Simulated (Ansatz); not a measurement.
**NbP: one input, then a changed one**

The cell comes from COD entry 9008973, which wasn't checked; take it as a given geometry.

First run: DFT, PBE, PAW with Ansatz's default frozen-core files, scalar-relativistic (Ansatz 0.2.0).

Command: `ansatz run input.yaml --threads 1 --pin off --max-ram 3072MiB --backend cpu --events-out ev --progress --plain --runs-dir out` The run took 100 s on 1 thread of Arm Neoverse V1, on a shared host, peak memory 0.73 GiB.

```yaml
crystal:
  lattice:
    - [-1.6625, 1.6625, 5.69]
    - [1.6625, -1.6625, 5.69]
    - [1.6625, 1.6625, -5.69]
  atoms:
    - { symbol: Nb, position: [0.0, 0.0, 0.0] }
    - { symbol: Nb, position: [0.75, 0.25, 0.5] }
    - { symbol: P, position: [0.5, 0.5, 0.0] }
    - { symbol: P, position: [0.25, 0.75, 0.5] }
kpoints:
  mp_grid: { grid: [17, 17, 17] }
  band_path:
    path:
      - [0.0, 0.0, 0.0]
      - [0.0, 0.0, 0.5]
      - [0.25, 0.25, 0.25]
      - [0.0, 0.5, 0.0]
      - [0.0, 0.0, 0.0]
      - [0.5, 0.5, -0.5]
      - [0.2713421803, 0.7286578197, -0.2713421803]
      - [-0.2713421803, 0.2713421803, 0.2713421803]
      - [0.0, 0.0, 0.0]
    npoints: 14
scf:
  occupations: { method: fermi_dirac, width: 0.05 }
hamiltonian:
  xc: pbe
  pseudopotentials: { kind: paw }
output:
  forces: true
  stress: true
  eigenvalues: true
  efg: { contact_densities: true }
  populations: true
  bader: true
  dos: { projected: true, de: 0.2, e_range: [-14, 8] }
  write_density: true
  write_potential: true
  elf: true
  volumetric_format: npy
```

Result: converged; pressure 19.12 GPa; no gap on the k mesh; 6 SCF iterations.

A second input differs as follows:

```diff
@@ -25,4 +25,6 @@
 scf:
   occupations: { method: fermi_dirac, width: 0.05 }
+  convergence: { dr2_threshold: 1.0e-20 }
+  max_iter: 75
 hamiltonian:
   xc: pbe
@@ -34,9 +36,3 @@
   efg: { contact_densities: true }
   populations: true
-  bader: true
-  dos: { projected: true, de: 0.2, e_range: [-14, 8] }
-  write_density: true
-  write_potential: true
-  elf: true
-  volumetric_format: npy
```

Task: Does the change harm the result?

Result: Not here: the run converged; energy at zero smearing 0.0 meV/atom from the first run; pressure 19.12 GPa; no gap on the k mesh; 14 SCF iterations, so the odd setting did no harm in this case.
